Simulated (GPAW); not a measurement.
Write an ASE script for GPAW 26.7.0 that does the following.

| Property | Result |
| --- | --- |
| Task | band structure |
| Functional | r2SCAN |
| Potentials or basis | GPAW PAW data sets (gpaw-data 1.2.1) |
| Cutoff | 600 eV |
| Basis | pw |
| k mesh | 8 × 8 × 8 |
| Occupations | fermi-dirac, width 0.05 eV |
| Spin | no spin polarisation |
| Maxiter | 150 |
| Band path | GXWKGLUWLK,UX |
| Band points | 60 |

The structure of GaAs lies in GaAs.xyz:

```xyz
2
Lattice="0.0000000000 2.8268500000 2.8268500000 2.8268500000 0.0000000000 2.8268500000 2.8268500000 2.8268500000 0.0000000000" Properties=species:S:1:pos:R:3 pbc="T T T"
As     4.2402750000      4.2402750000      4.2402750000
Ga     0.0000000000      0.0000000000      0.0000000000
```

These files were run (other wordings do the same):

run.py

```python
from ase.dft.bandgap import bandgap
from ase.io import read, write
from ase.units import GPa
from gpaw import GPAW, PW

atoms = read('GaAs.xyz')

calc = GPAW(mode=PW(600),
            xc='MGGA_X_R2SCAN+MGGA_C_R2SCAN',
            kpts={'size': (8, 8, 8), 'gamma': True},
            occupations={'name': 'fermi-dirac', 'width': 0.05},
            nbands=11,
            convergence={'density': 1e-05, 'energy': 1e-05},
            maxiter=150,
            txt='gpaw.txt')
atoms.calc = calc
energy = atoms.get_potential_energy()
forces = atoms.get_forces()
stress = atoms.get_stress()
calc.write('gs.gpw')
write('result.traj', atoms)
print(f'Energy: {energy:.6f} eV')
print('Forces (eV/A):')
print(forces.round(4))
print('Stress (GPa):', (stress / GPa).round(3))
print('Fermi level:', round(calc.get_fermi_level(), 4), 'eV')
print(f'Gap: {bandgap(calc)[0]:.4f} eV, direct: {bandgap(calc, direct=True)[0]:.4f} eV')

path = atoms.cell.bandpath('GXWKGLUWLK,UX', npoints=60, eps=1e-4)
bs_calc = calc.fixed_density(kpts=path, symmetry='off', nbands=21,
                             convergence={'bands': 'CBM+6.0', 'eigenstates': 1e-6}, txt='bands.txt')
bs = bs_calc.band_structure()
bs.write('bs.json')
print(f'Gap on the path: {bandgap(bs_calc)[0]:.4f} eV')
```

Potentials or basis: GPAW PAW data sets (gpaw-data 1.2.1), pw.

Launch:

```bash
$ OMP_NUM_THREADS=1 python run.py
```

It gave:

```json
{"Pressure": "1.0 GPa", "Band gap on the k mesh": "1.07 eV, direct", "Band gap along the path": "1.07 eV, direct"}
```

Caveat: the PAW data sets were made with another functional, which shifts forces and pressure a little.

It took 61 s on 1 thread of Arm Neoverse V2, on a shared host, peak memory 0.29 GiB.
